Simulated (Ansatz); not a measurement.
`O[Si]O[SiH3]` + `CC(C)(C)O` → `CC(C)(C)O[Si]O` + `O[SiH3]`  (ligand exchange at the Si–O bond)

Gas-phase electronic energies from Ansatz, PBE0-D4/def2-TZVP geometries. CCSD(T)/CBS adds triple-zeta CCSD(T) − MP2 to the extrapolated MP2 energy (def2 sets, frozen cores). This one scheme is used for every species. DFT in def2-TZVPP. B3LYP here is the variant with VWN-RPA as its local correlation; programs differ in this. HSE06 is defined as in plane-wave codes. Each species was taken in one conformer, which may not be the lowest.

`O[Si]O[SiH3]`:

```xyz
8

O     2.558   -0.593   -0.923
Si    1.137    0.033   -1.459
O     0.213   -0.043   -0.086
Si   -1.294    0.295    0.484
H     2.617   -0.870   -0.002
H    -1.914   -0.962    0.972
H    -2.139    0.879   -0.590
H    -1.177    1.261    1.604
```

`CC(C)(C)O`:

Cartesian coordinates in Å:
```
C -0.574 1.160 -0.634
C -0.132 -0.035 0.201
C -0.535 -1.336 -0.468
C 1.371 0.004 0.442
O -0.819 -0.029 1.450
H -1.656 1.142 -0.774
H -0.307 2.098 -0.137
H -0.095 1.156 -1.616
H -1.618 -1.369 -0.607
H -0.244 -2.185 0.154
H -0.054 -1.436 -1.443
H 1.926 -0.044 -0.498
H 1.674 -0.838 1.068
H 1.658 0.930 0.950
H -0.593 0.784 1.911
```

`CC(C)(C)O[Si]O`:

Cartesian coordinates in Å:
```
C 1.535 -0.404 -0.316
C 0.191 0.104 0.186
C -0.091 -0.432 1.581
C 0.161 1.624 0.180
O -0.882 -0.334 -0.649
Si -0.911 -1.263 -2.016
O -2.534 -1.255 -2.297
H 2.334 -0.054 0.342
H 1.563 -1.496 -0.334
H 1.742 -0.041 -1.326
H -1.070 -0.092 1.925
H 0.666 -0.087 2.289
H -0.088 -1.524 1.577
H -0.815 1.983 0.511
H 0.926 2.029 0.846
H 0.345 2.004 -0.828
H -3.075 -0.761 -1.671
```

`O[SiH3]`:

Cartesian coordinates in Å:
```
O -1.052 0.595 0.427
Si 0.256 -0.119 -0.277
H -1.149 0.514 1.376
H 1.534 0.433 0.251
H 0.144 0.168 -1.725
H 0.266 -1.591 -0.052
```

```
          level  ΔE (kJ/mol)  difference from CCSD(T)/CBS
      revPBE-D4         11.2                         -5.1
        BLYP-D4         13.2                         -3.1
        PBE0-D4         15.1                         -1.2
       B3LYP-D4         15.4                         -0.9
       HSE06-D4         15.3                         -1.0
       BHLYP-D4         18.8                          2.5
   CAM-B3LYP-D4         16.5                          0.2
       PBE-QIDH         17.3                          1.0
         revPBE         19.4                          3.1
        r2SCAN0         18.3                          2.0
      CAM-B3LYP         20.4                          4.1
        LC-ωPBE         17.5                          1.2
 MP2/def2-TZVPP         14.9                         -1.4
CCSD/def2-TZVPP         19.4                          3.1
   HF/CBS(def2)         28.8                         12.5
  MP2/CBS(def2)         14.2                         -2.1
    CCSD(T)/CBS         16.3                            0
```

Largest T1 diagnostic among the species: 0.014.

Leaving LDA and LC-ωPBE aside and taking each functional with its dispersion term where it has one, the values, not all of them listed here, spread over 7.7 kJ/mol, from revPBE-D4 to B2PLYP. LDA lies −5.8 kJ/mol from PBE without D4. The D4 term adds −5.9 kJ/mol with B3LYP and −3.7 kJ/mol with PBE0; it sums over pairs of atoms, weighted by their polarisabilities, and B3LYP, whose exchange is more repulsive, gets the larger term. In def2-TZVPP, CCSD(T) changes the Hartree–Fock value by −11.2 kJ/mol (the triples alone add −2.4 kJ/mol) and MP2 by −13.3 kJ/mol.

CCSD(T)/CBS has its own doubt, a few kJ/mol and more with outer-core shells, so smaller differences from it don't rank the levels.
